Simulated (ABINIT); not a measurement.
# Beyond one shot: GaAs (F-43m)

Wanted: G0W0 and self-consistent gaps of GaAs (F-43m), with the cost of the cycles.

Program: ABINIT 10.8.3. Level of theory: PBE and many-body steps on it, plane waves. Results are calculated unless marked as measured.

**Experimental background.**

- Gap 1.51 eV: band-edge emission energy from PL (direct gap at Gamma); photoluminescence, 633 nm excitation; 77 K; bulk crystal (MBE GaAs matrix around a thin InAs wetting layer on semi-insulating GaAs (100)) (“Photoluminescence of InAs/GaAs quantum dots under direct two-photon excitation”, 2020, pmc:7331710).

- Gap 1.418 ± 0.005 eV: direct gap E0 at Gamma from PR; modulated photoreflectance, low-field lineshape fit; 300 K; bulk crystal (semi-insulating GaAs(001) reference substrate) (“Evidence of valence band perturbations in GaAsN/GaAs(001): A combined variable-angle spectroscopic ellipsometry and modulated photoreflectance investigation”, 2008, arxiv:0805.2212).

- Gap 1.42 eV: band-edge photoluminescence emission energy of the GaAs substrate; time-integrated photoluminescence; 300 K; bulk crystal ((001) GaAs substrate beneath GaBiAs epilayers) (“Investigation of the anisotropic electron g factor as a probe of the electronic structure of GaBixAs1-x/GaAs epilayers”, 2014, arxiv:1409.8467).

- Gap 1.412 ± 0.01 eV: direct gap E0 at Gamma from ellipsometry; variable-angle spectroscopic ellipsometry, parametric critical-point fit; 300 K; bulk crystal (semi-insulating GaAs(001) reference substrate with native oxide) (“Evidence of valence band perturbations in GaAsN/GaAs(001): A combined variable-angle spectroscopic ellipsometry and modulated photoreflectance investigation”, 2008, arxiv:0805.2212).

## Step 1: The structure

It takes space group F-43m (No. 216, cubic). Conventional cell: a = 5.654 Å, b = 5.654 Å, c = 5.654 Å, α = 90.00°, β = 90.00°, γ = 90.00°. Nearest to Ga lie 4 As at 2.45 Å. As has 4 Ga at 2.45 Å nearest. Farther neighbours are not listed.

Coordinates:

```cif
data_structure
_symmetry_space_group_name_H-M 'F-43m'
_symmetry_Int_Tables_number 216
_cell_length_a 5.6537
_cell_length_b 5.6537
_cell_length_c 5.6537
_cell_angle_alpha 90.000
_cell_angle_beta 90.000
_cell_angle_gamma 90.000
_cell_volume 180.72
loop_
_atom_site_label
_atom_site_type_symbol
_atom_site_symmetry_multiplicity
_atom_site_Wyckoff_symbol
_atom_site_fract_x
_atom_site_fract_y
_atom_site_fract_z
_atom_site_occupancy
Ga1 Ga 4 a 0.00000 0.00000 0.00000 1
As1 As 4 d 0.25000 0.25000 0.75000 1
```

The cell and positions come from the Crystallography Open Database and are kept as given unless a step says otherwise.

## Step 2: Empty states on the mesh, 4×4×4 mesh, 103 bands

This step: ABINIT 10.8.3; DFT, PBE, plane waves, norm-conserving pseudopotentials.

The sums over transitions need many empty states on a uniform mesh; this step solves for them.

File run.abi:

```
acell 3*1.0 Angstrom
rprim 
  0.000000000000 2.826850000000 2.826850000000
  2.826850000000 0.000000000000 2.826850000000
  2.826850000000 2.826850000000 -0.000000000000
ntypat 2
znucl 31 33
natom 2
typat 1 2
xred 
  0.000000000000 0.000000000000 0.000000000000
  0.250000000000 0.250000000000 0.250000000000
pp_dirpath "pseudos"
pseudos "Ga.upf, As.upf"
ecut 45
ngkpt 4 4 4
nshiftk 1
shiftk 0 0 0
kptopt 1
chksymbreak 0
iscf -2
irdden 1
istwfk *1
nband 103
nbdbuf 8
tolwfr 1e-09
nstep 60
prtvol 0
indata_prefix "in"
outdata_prefix "out"
tmpdata_prefix "tmp"
```

On the command line:

```
$ OMP_NUM_THREADS=1 mpirun -n 4 abinit run.abi > log
```

Numbers of over 12 decimals in the logs are rounded to 6 here.

The log of the run:

```text
.Version 10.8.3 of ABINIT. v10.8.2 released Aug 2026.

 Symmetries : space group F-4 3 m (#216); Bravais cF (face-center cubic)
[... echo of the input left out ...]
== DATASET  1 ==================================================================
-   mpi_nproc: 4, omp_nthreads: 1 (-1 if OMP is not activated)

--- !DatasetInfo
iteration_state: {dtset: 1, }
dimensions: {natom: 2, nkpt: 8, mband: 103, nsppol: 1, nspinor: 1, nspden: 1, mpw: 4477, }
cutoff_energies: {ecut:  45.0, pawecutdg:  -1.0, }
[...]
2.62694    2.62694    2.67396    2.74550    2.74550    2.74550    2.93907    2.93907
   2.93907    2.96515    2.96515    2.98546    2.98546    2.98546    3.02196    3.02196
   3.02196    3.05490    3.11383    3.11384    3.11386    3.11990    3.11992
 prteigrs : prtvol=0 or 1, do not print more k-points.

== END DATASET(S) ==============================================================
================================================================================

 -outvars: echo values of variables after computation  --------
            nband         103
             nkpt           8
          spgroup         216
 [... the other variables as echoed above ...]

 Calculation completed.
```

Elapsed: 26 s, on 4 MPI ranks of Intel Xeon Platinum 8488C (Sapphire Rapids), shared host; peak memory 0.38 GiB.

This step gave:

```
gap                                                           : 0.5078 eV
k of the valence top                                          : 0, 0, 0
k of the conduction bottom                                    : 0, 0, 0
least direct gap                                              : 0.5078 eV
k points computed                                             : 8
lowest point of the top converged band, above the valence top : 70.7099 eV
```

On this mesh the gap is 0.508 eV.

The density comes from a self-consistent run that is not shown.

## Step 3: Screening, 4×4×4 mesh, 95 bands, screening to 136.1 eV

The RPA dielectric matrix is built and inverted for each q.

This step: RPA screening on PBE, plane waves, norm-conserving pseudopotentials.

Changes to run.abi since step 2:

```diff
@@ -20,10 +20,11 @@
 chksymbreak 0
-iscf -2
-irdden 1
 istwfk *1
-nband 103
-nbdbuf 8
-tolwfr 1e-09
-nstep 60
-prtvol 0
+occopt 1
+irdwfk 1
+optdriver 3
+nband 95
+ecuteps 5
+inclvkb 2
+awtr 1
+symchi 1
 indata_prefix "in"
```

The log of the run:

```text
.Version 10.8.3 of ABINIT. v10.8.2 released Aug 2026.

 Symmetries : space group F-4 3 m (#216); Bravais cF (face-center cubic)
[... echo of the input left out ...]
== DATASET  1 ==================================================================
-   mpi_nproc: 4, omp_nthreads: 1 (-1 if OMP is not activated)

--- !DatasetInfo
iteration_state: {dtset: 1, }
dimensions: {natom: 2, nkpt: 8, mband: 95, nsppol: 1, nspinor: 1, nspden: 1, mpw: 4477, }
cutoff_energies: {ecut:  45.0, pawecutdg:  -1.0, }
electrons: {nelect:   4.40000000E+01, charge:   0.00000000E+00, occopt:   1.00000000E+00, tsmear:   1.00000000E-02, }

 SCREENING: Calculation of the susceptibility and dielectric matrices

 Based on a program developped by R.W. Godby, V. Olevano, G. Onida, and L. Reining.
 Incorporated in ABINIT by V. Olevano, G.-M. Rignanese, and M. Torrent.
.Using double precision arithmetic ; gwpc =  8

[... cell and pseudopotentials left out ...]
--------------------------------------------------------------------------------

 ==== K-mesh for the wavefunctions ====
 Number of points in the irreducible wedge :     8
[... list of points left out ...]
 Together with 24 symmetry operations and time-reversal symmetry
 yields    64 points in the full Brillouin Zone.

 ==== Q-mesh for the screening function ====
 Number of points in the irreducible wedge :     8
[... list of points left out ...]
 Together with 24 symmetry operations and time-reversal symmetry
 yields    64 points in the full Brillouin Zone.

 setmesh: FFT mesh size selected  =    32x   32x   32
          total number of points  =        32768

 vcoul_init : cutoff-mode = AUXILIARY_FUNCTION
 q-points for optical limit:   1
     1)      0.000010    0.000020    0.000030

- screening: taking advantage of time-reversal symmetry
- Maximum band index for partially occupied states nbvw = 22
- Remaining bands to be divided among processors   nbcw = 73
- Number of bands treated by each node ~18

 Number of electrons calculated from density =   44.0000; Expected =   44.0000
 average of density, n =  0.144317
 r_s =    1.1827
 omega_plasma =   36.6450 [eV]

 calculating chi0 at frequencies [eV] :
  1    0.000000E+00    0.000000E+00
  2    0.000000E+00    3.664498E+01

--------------------------------------------------------------------------------
  q-point number  1        q = ( 0.000000, 0.000000, 0.000000) [r.l.u.]
--------------------------------------------------------------------------------
[... chi0 elements left out ...]
 For q-point:  0.000010 0.000020 0.000030
  dielectric constant = 140.4423
  dielectric constant without local fields = 149.5573

  Average fulfillment of the sum rule on Im[epsilon] for q-point    1 :     30.29  [%]
[... wings left out ...]
  q-point number  2        q = ( 0.250000, 0.000000, 0.000000) [r.l.u.]
--------------------------------------------------------------------------------
[... chi0 elements left out ...]
  Average fulfillment of the sum rule on Im[epsilon] for q-point    2 :     35.93  [%]

 [... 6 further q-points ...]
```

Wall time 38 s (4 MPI ranks); peak memory 1.1 GiB; 2.5 min of CPU time.

Numbers from this step:

```yaml
eps_infinity_with_local_fields_on_this_mesh_along_the_program_s_q_direction: 140.4
the_same_without_local_fields: 149.6
plasma_frequency: 36.65 eV
plane_waves_in_the_screening_matrix: 169
```

Local fields lower ε∞ by 6 %. The value itself is an artefact of the mesh, where one narrow direct gap carries too much weight.

## Step 4: G0W0

The self-energy is evaluated for the states that the input lists, and the levels follow from it, in one-shot runs by the linearised quasiparticle equation.

This step: G0W0 on PBE, plane waves, norm-conserving pseudopotentials.

Changes to run.abi since step 3:

```diff
@@ -23,8 +23,15 @@
 irdwfk 1
-optdriver 3
+optdriver 4
 nband 95
+gwcalctyp 0
+ecutsigx 45
+symsigma 1
+nkptgw 1
+kptgw 
+  0.0000000000 0.0000000000 0.0000000000
+bdgw 
+  20 26
 ecuteps 5
-inclvkb 2
-awtr 1
-symchi 1
+irdscr 1
+ppmodel 1
 indata_prefix "in"
```

The log of the run:

```text
.Version 10.8.3 of ABINIT. v10.8.2 released Aug 2026.

 Symmetries : space group F-4 3 m (#216); Bravais cF (face-center cubic)
[... echo of the input left out ...]
== DATASET  1 ==================================================================
-   mpi_nproc: 4, omp_nthreads: 1 (-1 if OMP is not activated)

--- !DatasetInfo
iteration_state: {dtset: 1, }
dimensions: {natom: 2, nkpt: 8, mband: 95, nsppol: 1, nspinor: 1, nspden: 1, mpw: 4477, }
cutoff_energies: {ecut:  45.0, pawecutdg:  -1.0, }
electrons: {nelect:   4.40000000E+01, charge:   0.00000000E+00, occopt:   1.00000000E+00, tsmear:   1.00000000E-02, }

 SIGMA: Calculation of the GW corrections

 Based on a program developped by R.W. Godby, V. Olevano, G. Onida, and L. Reining.
 Incorporated in ABINIT by V. Olevano, G.-M. Rignanese, and M. Torrent.
.Using double precision arithmetic ; gwpc =  8

[... cell and pseudopotentials left out ...]
--------------------------------------------------------------------------------

 ==== K-mesh for the wavefunctions ====
 Number of points in the irreducible wedge :     8
[... list of points left out ...]
 Together with 24 symmetry operations and time-reversal symmetry
 yields    64 points in the full Brillouin Zone.

 ==== Q-mesh for screening function ====
 Number of points in the irreducible wedge :     8
[... list of points left out ...]
 Together with 24 symmetry operations and time-reversal symmetry
 yields    64 points in the full Brillouin Zone.

 vcoul_init : cutoff-mode = AUXILIARY_FUNCTION
 q-points for optical limit:   1
     1)      0.000010    0.000020    0.000030
 setmesh: FFT mesh size selected  =    45x   45x   45
          total number of points  =        91125

 Number of electrons calculated from density =   44.0000; Expected =   44.0000
 average of density, n =  0.144317
 r_s =    1.1827
 omega_plasma =   36.6450 [eV]

 === KS Band Gaps ===
  >>>> For spin  1
   Minimum direct gap =   0.5078 [eV], located at k-point      :   0.0000  0.0000  0.0000
   Fundamental gap    =   0.5078 [eV], Top of valence bands at :   0.0000  0.0000  0.0000
                                       Bottom of conduction at :   0.0000  0.0000  0.0000
 SIGMA fundamental parameters:
 PLASMON POLE MODEL  1
 number of plane-waves for SigmaX                 4477
 number of plane-waves for SigmaC and W            169
 number of plane-waves for wavefunctions          4477
 number of bands                                    95
 number of independent spin polarizations            1
 number of spinorial components                      1
 number of k-points in IBZ                           8
 number of q-points in IBZ                           8
 number of symmetry operations                      24
 number of k-points in BZ                           64
 number of q-points in BZ                           64
 number of frequencies for dSigma/dE                 9
 frequency step for dSigma/dE [eV]                0.25
 number of omega for Sigma on real axis              0
 max omega for Sigma on real axis  [eV]           0.00
 zcut for avoiding poles [eV]                     0.10

 EPSILON^-1 parameters (SCR file):
 dimension of the eps^-1 matrix on file            169
 dimension of the eps^-1 matrix used               169
 number of plane-waves for wavefunctions          4477
 number of bands                                    95
 number of q-points in IBZ                           8
 number of frequencies                               2
 number of real frequencies                          1
 number of imag frequencies                          1

 matrix elements of self-energy operator (all in [eV])

 Perturbative Calculation

--- !SelfEnergy_ee
iteration_state: {dtset: 1, }
kpoint     : [   0.000,    0.000,    0.000, ]
spin       : 1
KS_gap     :    0.508
QP_gap     :    1.150
Delta_QP_KS:    0.642
data: !SigmaeeData |
     Band     E0 <VxcDFT>   SigX SigC(E0)      Z dSigC/dE  Sig(E)    E-E0       E
       20   5.666 -14.357 -16.013   1.282   0.798  -0.253 -14.655  -0.299   5.368
       21   5.666 -14.357 -16.013   1.282   0.798  -0.253 -14.655  -0.299   5.368
       22   5.666 -14.357 -16.013   1.282   0.798  -0.253 -14.655  -0.299   5.368
       23   6.174 -14.700 -10.607  -3.664   0.802  -0.247 -14.356   0.344   6.518
       24   9.403 -11.528  -7.015  -4.242   0.801  -0.248 -11.310   0.217   9.621
       25   9.403 -11.528  -7.015  -4.242   0.801  -0.248 -11.310   0.217   9.621
       26   9.403 -11.528  -7.015  -4.242   0.801  -0.248 -11.310   0.217   9.621

== END DATASET(S) ==============================================================
================================================================================

 -outvars: echo values of variables after computation  --------
           etotal      0.0000000000E+00
            nband          95
             nkpt           8
          spgroup         216
 [... the other variables as echoed above ...]

 Calculation completed.
```

It took 5.4 s on 4 MPI ranks; peak memory 0.78 GiB.

This step gave:

| Quantity | Value |
| --- | --- |
| G0W0 gap on the points computed | 1.150 eV |
| starting gap on the mesh | 0.5078 eV |
| k of the valence top | 0, 0, 0 |
| k of the conduction bottom | 0, 0, 0 |
| Z at the valence top | 0.798 |
| Z at the conduction bottom | 0.802 |
| least direct G0W0 gap on the computed points | 1.150 eV |

The gap on the mesh goes from 0.51 eV to 1.15 eV, a correction of +0.64 eV.

## Step 5: Self-consistent COHSEX, cycle 1

This step: self-consistent COHSEX on PBE, plane waves, norm-conserving pseudopotentials.

Changes to run.abi since step 4:

```diff
@@ -25,13 +25,27 @@
 nband 95
-gwcalctyp 0
+gwcalctyp 27
 ecutsigx 45
-symsigma 1
-nkptgw 1
+symsigma 0
+nkptgw 8
 kptgw 
   0.0000000000 0.0000000000 0.0000000000
+  0.2500000000 0.0000000000 0.0000000000
+  0.5000000000 0.0000000000 0.0000000000
+  0.2500000000 0.2500000000 0.0000000000
+  0.5000000000 0.2500000000 0.0000000000
+  -0.2500000000 0.2500000000 0.0000000000
+  0.5000000000 0.5000000000 0.0000000000
+  -0.2500000000 0.5000000000 0.2500000000
 bdgw 
-  20 26
+  20 32
+  20 32
+  20 32
+  20 32
+  20 32
+  20 32
+  20 32
+  20 32
 ecuteps 5
 irdscr 1
-ppmodel 1
+rhoqpmix 0.3
 indata_prefix "in"
```

The log of the run:

```text
.Version 10.8.3 of ABINIT. v10.8.2 released Aug 2026.

 Symmetries : space group F-4 3 m (#216); Bravais cF (face-center cubic)
[... echo of the input left out ...]
== DATASET  1 ==================================================================
-   mpi_nproc: 4, omp_nthreads: 1 (-1 if OMP is not activated)

--- !DatasetInfo
iteration_state: {dtset: 1, }
dimensions: {natom: 2, nkpt: 8, mband: 95, nsppol: 1, nspinor: 1, nspden: 1, mpw: 4477, }
cutoff_energies: {ecut:  45.0, pawecutdg:  -1.0, }
electrons: {nelect:   4.40000000E+01, charge:   0.00000000E+00, occopt:   1.00000000E+00, tsmear:   1.00000000E-02, }

 SIGMA: Calculation of the GW corrections

 Based on a program developped by R.W. Godby, V. Olevano, G. Onida, and L. Reining.
 Incorporated in ABINIT by V. Olevano, G.-M. Rignanese, and M. Torrent.
.Using double precision arithmetic ; gwpc =  8

[... cell and pseudopotentials left out ...]
--------------------------------------------------------------------------------

 ==== K-mesh for the wavefunctions ====
 Number of points in the irreducible wedge :     8
[... list of points left out ...]
 Together with 24 symmetry operations and time-reversal symmetry
 yields    64 points in the full Brillouin Zone.

 ==== Q-mesh for screening function ====
 Number of points in the irreducible wedge :     8
[... list of points left out ...]
 Together with 24 symmetry operations and time-reversal symmetry
 yields    64 points in the full Brillouin Zone.

 vcoul_init : cutoff-mode = AUXILIARY_FUNCTION
 q-points for optical limit:   1
     1)      0.000010    0.000020    0.000030
 setmesh: FFT mesh size selected  =    45x   45x   45
          total number of points  =        91125

 Number of electrons calculated from density =   44.0000; Expected =   44.0000
[...]
spin       : 1
KS_gap     :    4.146
QP_gap     :    5.147
Delta_QP_KS:    1.002
data: !SigmaeeData |
     Band     E_DFT   <VxcDFT>   E(N-1)  <Hhartree>   SigX  SigC[E(N-1)]    Z     dSigC/dE  Sig[E(N)]  DeltaE  E(N)_pert E(N)_diago
[...]
--- !SelfEnergy_ee
iteration_state: {dtset: 1, }
kpoint     : [  -0.250,    0.500,    0.250, ]
spin       : 1
KS_gap     :    7.962
QP_gap     :    9.395
Delta_QP_KS:    1.433
data: !SigmaeeData |
     Band     E_DFT   <VxcDFT>   E(N-1)  <Hhartree>   SigX  SigC[E(N-1)]    Z     dSigC/dE  Sig[E(N)]  DeltaE  E(N)_pert E(N)_diago
[...]
31    22.504    -9.299    22.504    31.802    -3.168    -7.099     1.000     0.000   -10.267    -0.969    21.535    21.537
       32    23.433    -9.872    23.433    33.306    -3.645    -7.102     1.000     0.000   -10.747    -0.875    22.558    22.561

 New Fermi energy :        1.507374E-01 Ha ,    4.101774E+00 eV

 === QP Band Gaps ===
  >>>> For spin  1
   Minimum direct gap =   1.4185 [eV], located at k-point      :   0.0000  0.0000  0.0000
   Fundamental gap    =   1.4185 [eV], Top of valence bands at :   0.0000  0.0000  0.0000
                                       Bottom of conduction at :   0.0000  0.0000  0.0000

 writing QP data on file : out_QPS

 Convergence of QP corrections
 >>>>> For spin  1 <<<<<
.  kptgw no:  1; Maximum DeltaE = ( -12.742   0.000) for band index:  2
.  kptgw no:  2; Maximum DeltaE = ( -13.795   0.000) for band index:  1
.  kptgw no:  3; Maximum DeltaE = (  -1.308   0.000) for band index:  1
[...]
.  kptgw no:  7; Maximum DeltaE = (  -0.935   0.000) for band index:  1
.  kptgw no:  8; Maximum DeltaE = (  -1.230   0.000) for band index:  1

== END DATASET(S) ==============================================================
================================================================================

 -outvars: echo values of variables after computation  --------
           etotal      0.0000000000E+00
            nband          95
             nkpt           8
          spgroup         216
 [... the other variables as echoed above ...]

 Calculation completed.
```

Run time: 82 s. Hardware: 4 MPI ranks; peak memory 1.4 GiB; 5.5 min of CPU time.

Numbers from this step:

| Quantity | Value |
| --- | --- |
| quasiparticle gap on the mesh | 1.418 eV |
| gap of the density functional on the mesh | 0.5078 eV |
| k of the valence top | 0, 0, 0 |
| k of the conduction bottom | 0, 0, 0 |
| Z at the valence top | 1 |
| Z at the conduction bottom | 1 |
| least direct quasiparticle gap on the computed points | 1.418 eV |

Against G0W0 in ABINIT (4×4×4 mesh, 95 bands, screening to 136.1 eV, Godby-Needs plasmon pole), the gap moves by +0.268 eV.

(Part 1 of 3 ends here.)

[Paths, hosts, dates, memory and timing lines, banners, echoed tables and standing remarks are left out of the program output.]

[Logs are printed without paths, hosts, clocks, repeated set-up lines and the standing remarks that a program may print on its own settings, such as how far it seeks lower states.]

[Runs of the session that timed out or met a known fault of the program may be left out.]

[Hosts, paths, dates, database ids (printed as entryN), source tags and the programs' standing remarks are cut or masked in the printed files.]

[G0W0 gaps are taken among the corrected bands and points alone; a level outside them can change the order at an edge.]

[Where Ansatz stands beside ABINIT at settings called matched, ABINIT's density can come from a denser mesh and the files from another edition; pairs whose starting gaps differed by over 0.03 eV were left out, so agreement reads better than it is.]
